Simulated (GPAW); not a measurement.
# ZnO (zincite) (P6_3mc) in GPAW: further runs

The runs below take ZnO (zincite) through band structure, with PBEsol, r2SCAN.

All numbers are computed with GPAW 26.7.0; they aren't measurements. Logs are shortened: lines on timing, memory, paths and dates and some standing lists are left out, and cuts for length are marked. The log counts tension as positive stress, the text compression.

**Measured values to compare with.**

From “Electronic structure of alkaline earth and post-transition metal oxides”, 2009, arxiv:0908.1581, for a bulk crystal of ZnO: band gap 3.37 eV.

The results are compared with them further down.

**1. The crystal as given**

It takes space group P6_3mc (No. 186, hexagonal). Conventional cell: a = 3.249 Å, b = 3.249 Å, c = 5.206 Å, α = 90.00°, β = 90.00°, γ = 120.00°. Around Zn (site symmetry 3m) lie 4 O at 1.97 to 1.98 Å. O (site symmetry 3m) is surrounded by 4 Zn at 1.97 to 1.98 Å.

**2. Band structure, PBEsol**

File run.py:

```python
from ase import Atoms
from ase.dft.bandgap import bandgap
from ase.io import write
from ase.units import GPa
from gpaw import GPAW, PW, setup_paths

setup_paths.insert(0, '.')

atoms = Atoms(['Zn', 'Zn', 'O', 'O'],
              cell=[[3.249308, 0.0, 0.0],
                    [-1.624654, 2.8139832727, 0.0],
                    [0.0, 0.0, 5.205709]],
              scaled_positions=[[0.6666666667, 0.3333333333, 0.0],
                                [0.3333333333, 0.6666666667, 0.5],
                                [0.3333333333, 0.6666666667, 0.87901],
                                [0.6666666667, 0.3333333333, 0.37901]],
              pbc=True)

calc = GPAW(mode=PW(800),
            xc='PBEsol',
            kpts={'size': (8, 8, 4), 'gamma': True},
            occupations={'name': 'fermi-dirac', 'width': 0.05},
            nbands=31,
            convergence={'density': 1e-05, 'energy': 1e-05},
            maxiter=150,
            txt='gpaw.txt')
atoms.calc = calc
energy = atoms.get_potential_energy()
forces = atoms.get_forces()
stress = atoms.get_stress()
calc.write('gs.gpw')
write('result.traj', atoms)
print(f'Energy: {energy:.6f} eV')
print('Forces (eV/A):')
print(forces.round(4))
print('Stress (GPa):', (stress / GPa).round(3))
print('Fermi level:', round(calc.get_fermi_level(), 4), 'eV')
print(f'Gap: {bandgap(calc)[0]:.4f} eV, direct: {bandgap(calc, direct=True)[0]:.4f} eV')

path = atoms.cell.bandpath('GMKGALHA,LM,KH', npoints=80, eps=1e-4)
bs_calc = calc.fixed_density(kpts=path, symmetry='off', nbands=45,
                             convergence={'bands': 'CBM+6.0', 'eigenstates': 1e-6}, txt='bands.txt')
bs = bs_calc.band_structure()
bs.write('bs.json')
print(f'Gap on the path: {bandgap(bs_calc)[0]:.4f} eV')
```

Potentials or basis: PAW data sets generated in the run's folder for this functional, pw.

Command:

```console
gpaw-setup -f PBEsol O Zn
OMP_NUM_THREADS=1 python run.py
```

gpaw.txt:

```text
__  _  _
 | _ |_)|_||  |
 |__||  | ||/\| - 26.7.0

Input parameters:
  mode=PW(ecut=800.0),
  convergence={'density': 1e-05, 'energy': 1e-05},
  kpts=MonkhorstPack(size=(8, 8, 4), gamma=True),
  maxiter=150,
  nbands=31,
  occupations=Occupations(name='fermi-dirac', width=0.05),
  xc=XC(name='PBEsol')

Diagonalizing LCAO Hamiltonian
Converting LCAO to pw mode

        O

        Zn

           O

           Zn

Atoms  # Å, Bohr magnetons
|   | symbol |         x |        y |        z |    initial magnetic moments |
|---|--------|-----------|----------|----------|-----------------------------|
| 0 |     Zn |  1.624654 | 0.937994 | 0.000000 | ( 0.0000,  0.0000,  0.0000) |
| 1 |     Zn | -0.000000 | 1.875989 | 2.602854 | ( 0.0000,  0.0000,  0.0000) |
| 2 |      O | -0.000000 | 1.875989 | 4.575870 | ( 0.0000,  0.0000,  0.0000) |
| 3 |      O |  1.624654 | 0.937994 | 1.973016 | ( 0.0000,  0.0000,  0.0000) |

Unit cell  # Å
| periodic |         x |        y |        z |  lengths |     angles |
|----------|-----------|----------|----------|----------|------------|
|      yes |  3.249308 | 0.000000 | 0.000000 | 3.249308 |  90.000000 |
|      yes | -1.624654 | 2.813983 | 0.000000 | 3.249308 |  90.000000 |
|      yes |  0.000000 | 0.000000 | 5.205709 | 5.205709 | 120.000000 |

Number of symmetries: 6
Symmetry operations  # r_c * U_cc + t_c -> r_c
|   | kind |            matrix            |
|---|------|------------------------------|
| 0 |  σ   |  1, 1, 0,  0,-1, 0,  0, 0, 1 |
| 1 |  E   |  1, 0, 0,  0, 1, 0,  0, 0, 1 |
| 2 |  C3  |  0, 1, 0, -1,-1, 0,  0, 0, 1 |
| 3 |  σ   |  0,-1, 0, -1, 0, 0,  0, 0, 1 |
| 4 |  σ   | -1, 0, 0,  1, 1, 0,  0, 0, 1 |
| 5 |  C3  | -1,-1, 0,  1, 0, 0,  0, 0, 1 |

BZ-sampling:
  Number of BZ points: 256
  Number of IBZ points: 35

  Monkhorst-Pack size: [8, 8, 4]
  Monkhorst-Pack shift: [0.0625, 0.0625, 0.125]

K-points  # in reciprocal-cell coordinates
|     |                                coordinates |     weight |
|-----|--------------------------------------------|------------|
|   0 | (  0.00000000,   0.00000000,   0.00000000) | 0.00390625 |
|   1 | (  0.00000000,   0.00000000,   0.25000000) | 0.00781250 |
|   2 | (  0.00000000,   0.00000000,   0.50000000) | 0.00390625 |
|   3 | (  0.12500000,   0.00000000,  -0.25000000) | 0.02343750 |
|   4 | (  0.12500000,   0.00000000,   0.00000000) | 0.02343750 |
|   5 | (  0.12500000,   0.00000000,   0.25000000) | 0.02343750 |
|   6 | (  0.12500000,   0.00000000,   0.50000000) | 0.02343750 |
|   7 | (  0.25000000,  -0.12500000,   0.00000000) | 0.02343750 |
|   8 | (  0.25000000,  -0.12500000,   0.25000000) | 0.04687500 |
|   9 | (  0.25000000,  -0.12500000,   0.50000000) | 0.02343750 |
| ... |                                            |            |
|  34 | (  0.50000000,   0.50000000,   0.50000000) | 0.01171875 |

Plane wave coefficients: 2474
Cutoff: 800.0 eV

Spin-components: 1 (collinear spins)
Bands:           31
Projectors:      22
Spin-degeneracy: 2
Datatype:        complex128

Parallelization:
  kpt:    1
  domain: 1
  band:   1

Density:
  Valence electrons: 36.0
  Components: 1
  Grid points: [24 24 35]
  Charge: 0.0  # |e|

Potential:
  Grid points: [24 24 35]

species:
  Zn:
    name:    Zinc
    Z:       30.0
    valence: 12
    core:    18
    charge:  0.0  # [|e|]
    compensation charges:
      type: gauss
      rc: 0.37  # [Å]
      lmax: 2
    cutoffs:
      filter: 2.14  # [Å]
      core: 2.28  # [Å]
    projectors
    | kind |    occ | energy [eV] | rcut [Å] |
    |------|--------|-------------|----------|
    |   4s |  2.000 |      -5.996 |    1.286 |
    |   4p |  0.000 |      -1.076 |    1.270 |
    |   3d | 10.000 |     -10.170 |    1.180 |
    |    s |        |      21.215 |    1.286 |
    |    p |        |      26.135 |    1.270 |
    |    d |        |      17.041 |    1.180 |

    Using partial waves for Zn as LCAO basis

  O:
    name:    Oxygen
    Z:       8.0
    valence: 6
    core:    2
    charge:  0.0  # [|e|]
    compensation charges:
      type: gauss
      rc: 0.21  # [Å]
      lmax: 2
    cutoffs:
      filter: 1.17  # [Å]
      core: 0.83  # [Å]
    projectors
    | kind |    occ | energy [eV] | rcut [Å] |
    |------|--------|-------------|----------|
    |   2s |  2.000 |     -23.808 |    0.688 |
    |   2p |  4.000 |      -8.972 |    0.598 |
    |    s |        |       3.404 |    0.688 |
    |    p |        |      18.239 |    0.598 |
    |    d |        |       0.000 |    0.619 |

    Using partial waves for O as LCAO basis

Reference energy: -101713.425093  # eV

eigensolver:
  PPCG
  Converge bands: occupied
  niter=2

density mixing:
  MSR1-Mixer
  Pratt-step length: 0.05
  Maximum mixing coefficient: 0.75
  Old densities: 10
  SVD Regularization: 0.005
  Good broyden scale: 1.0
  Trust region scale: 1.0
  Backstep threshold: 4.0
  History deletion threshold: 6.0
  Fourier metric: weight=20.0, sigma=0.015

occupation numbers:
  Fermi-Dirac:
    width: 0.0500  # eV

poisson solver:
  ecut: 6400.0  # eV

xc functional:
  name: PBEsol with 2 nearest neighbor stencil

convergence criteria:
[... 6 lines left out ...]
|iter     | |      energy | eigst |  dens |
|---------|-|-------------|-------|-------|
|iter:   1| |  -22.887314 | +0.49 |       |
|iter:   2| |  -22.064115 | -1.55 | -1.01 |
|iter:   3| |  -20.060045 | -0.64 | -1.06 |
|iter:   4| |  -20.053651 | -3.17 | -1.63 |
|iter:   5| |  -20.056215 | -2.84 | -1.89 |
|iter:   6| |  -20.056295 | -4.53 | -2.95 |
|iter:   7| |  -20.056396c| -5.32 | -3.32 |
|iter:   8| |  -20.056414c| -5.80 | -3.71 |
|iter:   9| |  -20.056414c| -7.37 | -4.67 |
|iter:  10| |  -20.056414c| -7.56c| -4.98 |
|iter:  11| |  -20.056414c| -8.32c| -5.30c|

Converged in 11 steps
Energy contributions relative to reference atoms: (reference = -101713.425093)

Energy contributions:
  Kinetic:          37.117636
  Coulomb:         -32.882946
  Zero:              0.378214
  External:          0.000000
  Xc:              -24.669311
  Entropy:          -0.000012
  Spinorbit:         0.000000
  ----------------------------
  Free energy:     -20.056420
  Extrapolated:    -20.056414

dipole moment: (0.000002, -0.000000, -8.258169)  # |e|*Ang

Fermi level: 4.129
Eigenvalues  # (at kpt = [0.000, 0.000, 0.000])
| band index |      eig [eV] | occ [0-2] |
|------------|---------------|-----------|
|          0 |       -14.244 |     2.000 |
|        ... |               |           |
|         10 |        -0.538 |     2.000 |
|         11 |        -0.538 |     2.000 |
|         12 |        -0.271 |     2.000 |
|         13 |         2.934 |     2.000 |
|         14 |         2.934 |     2.000 |
|         15 |         3.678 |     2.000 |
[... 8 lines left out ...]
|         24 |        17.752 |     0.000 |
|         25 |        17.752 |     0.000 |
|        ... |               |           |
|         30 |        23.447 |     0.000 |

Gap: 0.692 eV
Transition (v -> c):
  (s=0, k=0, n=17, [0.00, 0.00, 0.00]) -> (s=0, k=0, n=18, [0.00, 0.00, 0.00])
No difference between direct/indirect transitions

Forces  # eV/Ang
|        x |        y |        z |
|----------|----------|----------|
| -0.00000 |  0.00000 | -0.06279 |  # Zn   0
|  0.00000 |  0.00000 | -0.06297 |  # Zn   1
|  0.00000 | -0.00000 |  0.06286 |  # O    2
|  0.00000 |  0.00000 |  0.06294 |  # O    3

Stress tensor  # eV/Ang^3
|         x |         y |         z |
|-----------|-----------|-----------|
|  0.012964 | -0.000000 | -0.000000 |
| -0.000000 |  0.012964 | -0.000000 |
| -0.000000 | -0.000000 |  0.002607 |

# Writing to gs.gpw (mode='')
```

Wall time 2.6 min (1 thread of Arm Neoverse V2, shared host); peak memory 0.45 GiB.

What came out:

| Property | Result |
| --- | --- |
| Free energy | -20.0564 eV |
| Pressure | -1.5 GPa |
| Largest force | 0.063 eV/Å |
| Band gap on the k mesh | 0.69 eV, direct |
| Band gap along the path | 0.69 eV, direct |

Forces on the atoms (eV/Å):
```
Zn   0.000  0.000 -0.063
Zn   0.000  0.000 -0.063
O    0.000  0.000  0.063
O    0.000  0.000  0.063
```

Stress tensor (GPa, compression positive):
```
-2.08  0.00  0.00
 0.00 -2.08  0.00
 0.00  0.00 -0.42
```

Levels at the corners of the path, in eV from the valence-band top:
```
point  band 16  band 17  band 18  band 19  band 20
    Γ    -0.07     0.00     0.00     0.69     5.11
    M    -2.30    -1.30    -0.83     5.68     6.71
    K    -1.93    -1.93    -1.73     7.51     7.61
    Γ    -0.07     0.00     0.00     0.69     5.11
    A    -0.40    -0.40    -0.40     3.38     3.38
    L    -1.52    -1.36    -1.36     5.58     5.58
    H    -2.70    -1.24    -1.24     7.85     7.85
    A    -0.40    -0.40    -0.40     3.38     3.38
    L    -1.52    -1.36    -1.36     5.58     5.58
    M    -2.30    -1.30    -0.83     5.68     6.71
    K    -1.93    -1.93    -1.73     7.51     7.61
    H    -2.70    -1.24    -1.24     7.85     7.85
```

**3. Band structure, r2SCAN**

run.py, as its differences from that of step 2:

```diff
@@ -4,5 +4,3 @@
 from ase.units import GPa
-from gpaw import GPAW, PW, setup_paths
-
-setup_paths.insert(0, '.')
+from gpaw import GPAW, PW
 
@@ -19,3 +17,3 @@
 calc = GPAW(mode=PW(800),
-            xc='PBEsol',
+            xc='MGGA_X_R2SCAN+MGGA_C_R2SCAN',
             kpts={'size': (8, 8, 4), 'gamma': True},
```

Potentials or basis: GPAW PAW data sets (gpaw-data 1.2.1), pw.

Command:

```console
OMP_NUM_THREADS=1 python run.py
```

Wall time 8.5 min (1 thread of Arm Neoverse V1, shared host); peak memory 0.53 GiB.

It converged, with:

- Free energy: -34.6778 eV
- Pressure: -1.7 GPa
- Largest force: 0.070 eV/Å
- Band gap on the k mesh: 1.24 eV, direct
- Band gap along the path: 1.24 eV, direct

Forces in eV/Å, atoms in the order of the input:
```
Zn   0.000  0.000 -0.068
Zn   0.000  0.000 -0.068
O    0.000  0.000  0.070
O    0.000  0.000  0.067
```

Stress tensor (GPa, compression positive):
```
-2.21  0.00  0.00
 0.00 -2.21  0.00
 0.00  0.00 -0.57
```

Levels at the corners of the path, in eV from the valence-band top:
```csv
point,band 14,band 15,band 16,band 17,band 18,band 19,band 20
Γ,-0.83,-0.83,-0.08,0.00,0.00,1.24,5.84
M,-3.54,-2.85,-2.33,-1.29,-0.85,6.40,7.34
K,-3.53,-3.53,-1.94,-1.94,-1.73,8.13,8.40
Γ,-0.83,-0.83,-0.08,0.00,0.00,1.24,5.84
A,-2.21,-0.41,-0.41,-0.41,-0.41,3.93,3.93
L,-3.75,-1.54,-1.54,-1.38,-1.38,6.25,6.25
H,-3.70,-2.70,-2.70,-1.26,-1.26,8.49,8.49
A,-2.21,-0.41,-0.41,-0.41,-0.41,3.93,3.93
L,-3.75,-1.54,-1.54,-1.38,-1.38,6.25,6.25
M,-3.54,-2.85,-2.33,-1.29,-0.85,6.40,7.34
K,-3.53,-3.53,-1.94,-1.94,-1.73,8.13,8.40
H,-3.70,-2.70,-2.70,-1.26,-1.26,8.49,8.49
```

Caveat: the PAW data sets were made with another functional, which shifts forces and pressure a little.

**4. Comparison with measurements**

Step 2. Measured gap of ZnO: 3.37 eV (quoted in “Electronic structure of alkaline earth and post-transition metal oxides”, 2009, arxiv:0908.1581). This calculation gives 0.69 eV (-2.68 eV). So large a miss can be the level of theory's own, or it may mean another phase, state or a wrong row. The value is that of PBEsol, without temperature or zero-point motion. Semilocal functionals fall short of measured gaps as a rule.

Step 3. Measured gap of ZnO: 3.37 eV (quoted in “Electronic structure of alkaline earth and post-transition metal oxides”, 2009, arxiv:0908.1581). This calculation gives 1.24 eV (-2.13 eV). So large a miss can be the level of theory's own, or it may mean another phase, state or a wrong row. The value is that of r2SCAN, without temperature or zero-point motion.
